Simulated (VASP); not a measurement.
# Cu in VASP: reference runs

How does Cu come out in PBE? The cell is run as given.

Everything below comes from runs of VASP 6.6.1. Logs are shortened: lines on timing, memory, paths and dates and some standing lists are left out, and cuts for length are marked.

## (1) The cell of the first run

The cell holds a slab with vacuum, 5 atoms: a = 2.531 Å, b = 2.531 Å, c = 23.262 Å, α = 90.00°, β = 90.00°, γ = 120.00°.

The slab is cut from a database's or a generator's crystal, which needn't be the stable form of the element.

## (2) Single point, PBE (the (0 0 1) slab of Cu, cut from the database cell, not relaxed)

INCAR reads:

```
ALGO = Normal
DIPOL = 0.5 0.5 0.500
EDIFF = 1E-7
ENCUT = 520
GGA = PE
IDIPOL = 3
ISIF = 2
ISMEAR = -1
LASPH = T
LCHARG = T
LDIPOL = T
LELF = T
LREAL = F
LVACPOTAV = T
LVHAR = T
LWAVE = F
NBANDS = 36
NELM = 100
PREC = Accurate
SIGMA = 0.05
```

KPOINTS reads:

```
k-points
0
Gamma
  12 12 1
```

POSCAR reads:

```
Cu
1.0
    2.5307640267      0.0000000000      0.0000000000
   -1.2653820133      2.1917059381      0.0000000000
    0.0000000000      0.0000000000     23.2618150800
Cu
5
Direct
    0.0000000000      0.0000000000      0.3224168008
    0.3333333300      0.6666666600      0.4112084004
    0.0000000000      0.0000000000      0.5000000000
    0.6666666700      0.3333333400      0.5887915996
    0.0000000000      0.0000000000      0.6775831992
```

Potentials or basis: VASP PAW PBE potentials, release 64 (Cu).

On the command line:

```console
> cat potpaw_PBE.64/Cu/POTCAR > POTCAR
> mpirun -np 1 vasp_std > vasp.out
```

OUTCAR:

```text
EDIFF = 1E-7
   ENCUT = 520
   GGA = PE
   ISIF = 2
   ISMEAR = -1
   LASPH = T
   LREAL = F
   NELM = 100
   PREC = Accurate

 ion  position               nearest neighbor table
   1  0.000  0.000  0.322-   2 2.53   2 2.53   2 2.53
   2  0.333  0.667  0.411-   1 2.53   3 2.53   1 2.53   3 2.53   1 2.53   3 2.53
   3  0.000  0.000  0.500-   2 2.53   4 2.53   4 2.53   2 2.53   4 2.53   2 2.53
   4  0.667  0.333  0.589-   3 2.53   5 2.53   3 2.53   5 2.53   3 2.53   5 2.53
   5  0.000  0.000  0.678-   4 2.53   4 2.53   4 2.53

  LATTYP: Found a hexagonal cell.
 ALAT       =     2.5307640267
 C/A-ratio  =     9.1916175647

  Lattice vectors:

 A1 = (   2.5307640267,   0.0000000000,   0.0000000000)
 A2 = (  -1.2653820133,   2.1917059381,   0.0000000000)
 A3 = (   0.0000000000,   0.0000000000,  23.2618150800)

Analysis of symmetry for initial positions (statically):
=====================================================================
 Subroutine PRICEL returns:
 Original cell was already a primitive cell.

 Routine SETGRP: Setting up the symmetry group for a
 hexagonal supercell.

 Subroutine GETGRP returns: Found 12 space group operations
 (whereof 12 operations were pure point group operations)
 out of a pool of 24 trial point group operations.

The static configuration has the point symmetry D_3d.

Analysis of symmetry for dynamics (positions and initial velocities):
=====================================================================
 Subroutine PRICEL returns:
 Original cell was already a primitive cell.

 Routine SETGRP: Setting up the symmetry group for a
 hexagonal supercell.

 Subroutine GETGRP returns: Found 12 space group operations
 (whereof 12 operations were pure point group operations)
 out of a pool of 24 trial point group operations.

The dynamic configuration has the point symmetry D_3d.

 Subroutine INISYM returns: Found 12 space group operations
 (whereof 12 operations are pure point group operations),
 and found     1 'primitive' translations

----------------------------------------------------------------------------------------

                                     Primitive cell

  volume of cell :     129.0261

  direct lattice vectors                    reciprocal lattice vectors
     2.530764027  0.000000000  0.000000000     0.395137591  0.228132794  0.000000000
    -1.265382013  2.191705938  0.000000000     0.000000000  0.456265589  0.000000000
     0.000000000  0.000000000 23.261815080     0.000000000  0.000000000  0.042988907

  length of vectors
     2.530764027  2.530764027 23.261815080     0.456265589  0.456265589  0.042988907

  position of ions in fractional coordinates (direct lattice)
     0.000000000  0.000000000  0.322416801
     0.333333330  0.666666660  0.411208400
     0.000000000  0.000000000  0.500000000
     0.666666670  0.333333340  0.588791600
     0.000000000  0.000000000  0.677583199

  ion indices of the primitive-cell ions
   primitive index   ion index
                 1           1
                 2           2
                 3           3
                 4           4
                 5           5

----------------------------------------------------------------------------------------

 KPOINTS: k-points

Automatic generation of k-mesh.
 Grid dimensions read from file:
 generate k-points for:   12   12    1

 Generating k-lattice:

  Cartesian coordinates                     Fractional coordinates (reciprocal lattice)
     0.032928133  0.019011066  0.000000000     0.083333333  0.000000000  0.000000000
     0.000000000  0.038022132  0.000000000     0.000000000  0.083333333  0.000000000
     0.000000000  0.000000000  0.042988907     0.000000000  0.000000000  1.000000000

  Length of vectors
     0.038022132  0.038022132  0.042988907

  Shift w.r.t. Gamma in fractional coordinates (k-lattice)
     0.000000000  0.000000000  0.000000000

 Subroutine IBZKPT returns following result:
 ===========================================

 Found     19 irreducible k-points:

 Following reciprocal coordinates:
            Coordinates               Weight
  0.000000  0.000000  0.000000      1.000000
  0.083333  0.000000  0.000000      6.000000
  0.166667 -0.000000  0.000000      6.000000
  0.250000  0.000000  0.000000      6.000000
  0.333333  0.000000  0.000000      6.000000
  0.416667  0.000000  0.000000      6.000000
[... 11 lines left out ...]
  0.333333  0.250000  0.000000     12.000000
  0.333333  0.333333  0.000000      2.000000
   k-points           NKPTS =     19   k-points in BZ     NKDIM =     19   number of bands    NBANDS=     36
   number of dos      NEDOS =    301   number of ions     NIONS =      5
   total plane-waves  NPLWV =  72000
   dimension x,y,z NGX =    20 NGY =   20 NGZ =  180
   dimension x,y,z NGXF=    40 NGYF=   40 NGZF=  360
   ions per type =               5
   NGX,Y,Z   is equivalent  to a cutoff of  13.14, 13.14, 12.86 a.u.
   NGXF,Y,Z  is equivalent  to a cutoff of  26.28, 26.28, 25.73 a.u.
 SYSTEM =  unknown system
   PREC   = accura    normal or accurate (medium, high low for compatibility)
   ISTART =      0    job   : 0-new  1-cont  2-samecut
   ICHARG =      2    charge: 1-file 2-atom 10-const
   ISPIN  =      1    spin polarized calculation?
   LNONCOLLINEAR =      F non collinear calculations
   LSORBIT =      F    spin-orbit coupling
   LASPH  =      T    aspherical Exc in radial PAW
   ENCUT  =  520.0 eV  38.22 Ry    6.18 a.u.   4.71  4.71 43.25*2*pi/ulx,y,z
   NELM   =    100;   NELMIN=  2; NELMDL= -5     # of ELM steps
   EDIFF  = 0.1E-06   stopping-criterion for ELM
   LREAL  =      F    real-space projection
   EDIFFG = 0.1E-05   stopping-criterion for IOM
   NSW    =      0    number of steps for IOM
   IBRION =     -1    ionic relax: 0-MD 1-quasi-New 2-CG
   NFREE  =      0    steps in history (QN), initial steepest desc. (CG)
   ISIF   =      2    stress and relaxation
   ISYM   =      2    0-nonsym 1-usesym 2-fastsym
   POTIM  = 0.5000    time-step for ionic-motion
   TEBEG  =    0.0;   TEEND  =   0.0 temperature during run
   PSTRESS=    0.0 pullay stress
   NELECT =      55.0000    total number of electrons
   NUPDOWN=      -1.0000    fix difference up-down
   EMIN   =  10.00;   EMAX   =-10.00  energy-range for DOS
   EFERMI =   0.00;   METHOD = LEGACY
   ISMEAR =    -1;   SIGMA  =   0.05  broadening in eV -4-tet -1-fermi 0-gaus
   EFERMI_NEDOS =   21; number of points for ismear=-14 and -15
   IALGO  =     38    algorithm
   IMIX   =      4    mixing-type and parameters
     AMIX     =   0.40;   BMIX     =  1.00
     AMIX_MAG =   1.60;   BMIX_MAG =  1.00
  volume/ion in A,a.u.               =      25.81       174.14
  Fermi-wavevector in a.u.,A,eV,Ry     =   1.232073  2.328281 20.653707  1.518005
  Thomas-Fermi vector in A             =   2.366858
   LORBIT       =      0    0 simple, 1 ext, 2 COOP (PROOUT), +10 PAW based schemes
   GGA     = PE    functional components
   LHFCALC =     F    Hartree Fock is set to
   AEXX    =    0.0000 exact exchange contribution
   IVDW    =     0    specifies the selected vdW correction
   LEPSILON=     F    determine dielectric tensor
   LRPA    =     F    only Hartree local field effects (RPA)
 non-spin polarized calculation
  energy-cutoff  :      520.00
  volume of cell :      129.03
 maximum number of plane-waves:      3507
 NGX is ok and might be reduce to    20
   NGX =  9   NGY =  9   NGZ = 87

 number of electron      54.9999997 magnetization

 dipolmoment           0.000000      0.000000     -0.000000 electrons x Angstroem

 Free energy of the ion-electron system (eV)
  ---------------------------------------------------
  ext. energy  EPLUGINS =         0.00000000
  ---------------------------------------------------
  free energy    TOTEN  =       -17.66388717 eV

  energy without entropy =      -17.64586672  energy(sigma->0) =      -17.65487695

 E-fermi :   0.9225     XC(G=0):  -6.5225

 val. band max:        0.8626386780   @ k =   0.1667   0.1667   0.0000
 cond. band min:       0.9465743824   @ k =   0.2500   0.0833   0.0000
 fundamental gap:      0.0839357044
 Fermi energy:         0.9224519003

 k-point     1 :       0.0000    0.0000    0.0000
  band No.  band energies     occupation
      1      -8.2776      2.00000
      2      -7.4045      2.00000
      3      -6.0472      2.00000
      4      -4.7891      2.00000
      5      -4.2919      2.00000
      6      -2.2434      2.00000
[... 28 lines left out ...]
     35       7.5189      0.00000
     36       7.8272      0.00000

 k-point     2 :       0.0833    0.0000    0.0000
  band No.  band energies     occupation
      1      -8.0504      2.00000
      2      -7.1843      2.00000
      3      -5.8398      2.00000
      4      -4.6018      2.00000
      5      -4.1412      2.00000
      6      -2.3164      2.00000
[... 28 lines left out ...]
     35       7.7158      0.00000
     36       8.0271      0.00000

 k-point     3 :       0.1667   -0.0000    0.0000
  band No.  band energies     occupation
      1      -7.3867      2.00000
      2      -6.5479      2.00000
      3      -5.2591      2.00000
      4      -4.1019      2.00000
      5      -3.7515      2.00000
      6      -2.5862      2.00000
[... 28 lines left out ...]
     35       8.3196      0.00000
     36       8.6277      0.00000
[... 547 lines left out ...]
 k-point    18 :       0.3333    0.2500    0.0000
  band No.  band energies     occupation
      1      -3.4051      2.00000
      2      -3.3649      2.00000
      3      -3.1853      2.00000
      4      -3.1731      2.00000
      5      -3.0902      2.00000
      6      -2.9478      2.00000
[... 28 lines left out ...]
     35       8.1979      0.00000
     36       9.1919      0.00000

 k-point    19 :       0.3333    0.3333    0.0000
  band No.  band energies     occupation
      1      -3.1430      2.00000
      2      -3.1430      2.00000
      3      -3.1416      2.00000
      4      -3.0353      2.00000
      5      -3.0353      2.00000
      6      -2.8951      2.00000
[... 28 lines left out ...]
     35       8.4805      0.00000
     36       8.4805      0.00000

------------------------ aborting loop because EDIFF is reached ----------------------------------------

  FORCE on cell =-STRESS in cart. coord.  units (eV):
  Direction    XX          YY          ZZ          XY          YZ          ZX
  --------------------------------------------------------------------------------------
  -------------------------------------------------------------------------------------
  Total        1.2722920      1.2722920      1.4933074      0.0000000      0.0000000      0.0000000
  in kB       15.7986447     15.7986447     18.5430973      0.0000000      0.0000000      0.0000000
  external PRESSURE =      16.7134623 kB  Pullay stress =       0.0000000 kB

 VOLUME and BASIS-vectors are now :
 -----------------------------------------------------------------------------
  energy-cutoff  :      520.00
  volume of cell :      129.03
      direct lattice vectors                 reciprocal lattice vectors
     2.530764027  0.000000000  0.000000000     0.395137591  0.228132794  0.000000000
    -1.265382013  2.191705938  0.000000000     0.000000000  0.456265589  0.000000000
     0.000000000  0.000000000 23.261815080     0.000000000  0.000000000  0.042988907

 POSITION                                       TOTAL-FORCE (eV/Angst)
 -----------------------------------------------------------------------------------
      0.00000      0.00000      7.50000        -0.000000      0.000000     -0.187687
      0.00000      1.46114      9.56545         0.000000      0.000000      0.007342
      0.00000      0.00000     11.63091        -0.000000      0.000000      0.000000
      1.26538      0.73057     13.69636        -0.000000     -0.000000     -0.007342
      0.00000      0.00000     15.76182        -0.000000      0.000000      0.187687
 -----------------------------------------------------------------------------------
    total drift:                               -0.000000      0.000000     -0.000000

  FREE ENERGIE OF THE ION-ELECTRON SYSTEM (eV)
  ---------------------------------------------------
  free  energy   TOTEN  =       -17.6638871708 eV

  energy  without entropy=      -17.6458667246  energy(sigma->0) =      -17.65487695

 vacuum level on the upper side and lower side of the slab         5.668         5.668
```

Run time: 2 min. Hardware: 1 thread of Intel Xeon 6975P-C (Granite Rapids), shared host; peak memory 0.27 GiB.

Results:

```yaml
Free_energy: -17.6639 eV
Largest_force: 0.188 eV/Å
Band_gap_on_the_k_mesh: none (metal or under the smearing width)
Work_function_of_the_upper_face: 4.75 eV
Work_function_of_the_lower_face: 4.75 eV
```

Forces in eV/Å, atoms in the order of the input:
```
Cu   0.000  0.000 -0.188
Cu   0.000  0.000  0.007
Cu   0.000  0.000  0.000
Cu   0.000  0.000 -0.007
Cu   0.000  0.000  0.188
```

Levels at points of the mesh, in eV from the Fermi level:
```tsv
k point	band 25	band 26	band 27	band 28	band 29	band 30	band 31	band 32
(0.00, 0.00, 0.00)	-1.82	-1.69	-1.69	-1.63	-1.63	-1.03	-0.34	4.16
(0.50, 0.00, 0.00)	-1.35	-0.15	0.48	0.80	1.51	1.65	4.86	5.36
```
